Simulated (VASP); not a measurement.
**VASP 6.6.1 run: BaTiO₃**

INCAR

```
NBANDS = 28
NSW = 0
PREC = Accurate
ISIF = 2
LWAVE = .FALSE.
ENCUT = 520
LCHARG = .FALSE.
EDIFF = 1E-7
NELM = 120
GGA = PE
LASPH = .TRUE.
ISMEAR = 1
LREAL = .FALSE.
SIGMA = 0.2
ISYM = -1
IBRION = -1
```

KPOINTS

```
KPOINTS created by Atomic Simulation Environment
0
Gamma
4 4 4
0 0 0
```

POSCAR

```
Ba Ti O
 1.0000000000000000
     3.8343326595999998    0.0000000000000000    0.0000000000000000
     0.0000000000000000    3.8343326595999998    0.0000000000000000
     0.0000000000000000    0.0000000000000000    3.8343326595999998
 Ba  Ti  O
   1   1   3
Cartesian
  0.0000000000000000  0.0000000000000000  0.0000000000000000
  1.9171663297999999  1.9171663297999999  1.9171663297999999
  1.9171663297999999  1.9171663297999999  0.0000000000000000
  1.9171663297999999  0.0000000000000000  1.9171663297999999
  0.0000000000000000  1.9171663297999999  1.9171663297999999
```

The recommended PBE PAW datasets give the neutral cell 40 valence electrons.

Command

```
mpirun -np 1 vasp_std
```

Task: Predict the outcome of this run.

Result: It converged. Results: gap between bands v and c on the k mesh 1.96 eV; least direct gap on the k mesh 1.96 eV; pressure 34.6 GPa. Band v is the last that the valence electrons fill when counted band by band, and c is the next.

OSZICAR

```
N       E                     dE             d eps       ncg     rms          rms(c)
DAV:   1     0.451107434383E+03    0.45111E+03   -0.21199E+04  3588   0.159E+03
DAV:   2    -0.251222629286E+00   -0.45136E+03   -0.42842E+03  3964   0.445E+02
DAV:   3    -0.473124739890E+02   -0.47061E+02   -0.46518E+02  4864   0.139E+02
DAV:   4    -0.495665282678E+02   -0.22541E+01   -0.22495E+01  5364   0.261E+01
DAV:   5    -0.496160677704E+02   -0.49540E-01   -0.49523E-01  4636   0.334E+00    0.267E+01
DAV:   6    -0.389492390655E+02    0.10667E+02   -0.50742E+01  4680   0.713E+01    0.102E+01
DAV:   7    -0.391206352828E+02   -0.17140E+00   -0.73048E+00  4544   0.197E+01    0.789E+00
DAV:   8    -0.390828838748E+02    0.37751E-01   -0.76656E-01  4404   0.850E+00    0.233E+00
DAV:   9    -0.390953845660E+02   -0.12501E-01   -0.16972E-01  4688   0.315E+00    0.831E-01
DAV:  10    -0.390922018561E+02    0.31827E-02   -0.69789E-02  4288   0.180E+00    0.617E-01
DAV:  11    -0.390892910543E+02    0.29108E-02   -0.28164E-02  5176   0.147E+00    0.235E-01
DAV:  12    -0.390885911122E+02    0.69994E-03   -0.18776E-03  4376   0.433E-01    0.960E-02
DAV:  13    -0.390884708905E+02    0.12022E-03   -0.15848E-03  5480   0.305E-01    0.584E-02
DAV:  14    -0.390884248369E+02    0.46054E-04   -0.17276E-04  4068   0.892E-02    0.295E-02
DAV:  15    -0.390884241206E+02    0.71631E-06   -0.77154E-06  4680   0.172E-02    0.204E-02
DAV:  16    -0.390884217738E+02    0.23468E-05   -0.84834E-06  4096   0.201E-02    0.764E-03
DAV:  17    -0.390884212090E+02    0.56481E-06   -0.22218E-06  4880   0.888E-03    0.409E-03
DAV:  18    -0.390884211961E+02    0.12878E-07   -0.21258E-07  3312   0.306E-03
   1 F= -.39088421E+02 E0= -.39089466E+02  d E =0.313464E-02
```

Standard output (part)

```
POSCAR found type information on POSCAR BaTiO
 POSCAR found :  3 types and       5 ions
 LDA part: xc-table for (Slater+PW92), standard interpolation
 POSCAR, INCAR and KPOINTS ok, starting setup
 WAVECAR not read
 entering main loop
```

For comparison, a separate PBE run of the intended cell, on usual settings and not on those above, gives a gap of 1.98 eV on its mesh and a pressure of 34.5 GPa.
